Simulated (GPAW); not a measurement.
# HgTe in GPAW: convergence with convergence criteria

The system is HgTe.

```
CELL_PARAMETERS angstrom
-3.04560 3.04560 1.55941
3.04560 -3.04560 1.55941
3.04560 3.04560 -1.55941
ATOMIC_POSITIONS crystal
Hg 0.75000 0.25000 0.50000
Te 0.00000 0.00000 0.00000
```

Measurements of this composition are mostly on another form, of space group No. 216.

```yaml
Program: GPAW 26.7.0
Task: convergence study
Functional: LDA
Potentials_or_basis: the program's PAW data sets (release 1.2.1) made for this functional
Cutoff: 600 eV
Basis: pw
k_mesh: 6 × 6 × 6
Occupations: fermi-dirac, width 0.05 eV
Spin: no spin polarisation
```

These are the settings of the first run; the series varies convergence criteria, with any setting tied to it.

Hardware: 1 thread of Arm Neoverse V2 (shared host).

```
                        convergence criteria  energy less the tightest run, at zero smearing (meV/atom)  SCF cycles  CPU time (s)  peak memory (GiB)
density=0.001 energy=0.01 eigenstates=0.0001                                                       0.00           7            16               0.17
                                     default                                                       0.00           9            21               0.17
                  density=1e-05 energy=1e-05                                                       0.00          10            22               0.17
                 density=1e-05 forces=0.0001                                                       0.00          11            23               0.17
density=1e-06 energy=1e-06 eigenstates=1e-10                                                       0.00          12            26               0.17
```

Against the tightest run, the energy stays within 1 meV/atom from density=0.001 energy=0.01 eigenstates=0.0001 on. The tightest run that finished is the yardstick and may itself not be fully converged.

Caveat, for the tightest run too: the k mesh is coarse (spacing up to 0.38 Å⁻¹), so the values aren't converged; the program warned that so skewed a cell can give wrong results. The run has no spin-orbit coupling, so splittings on Hg, Te are missing.
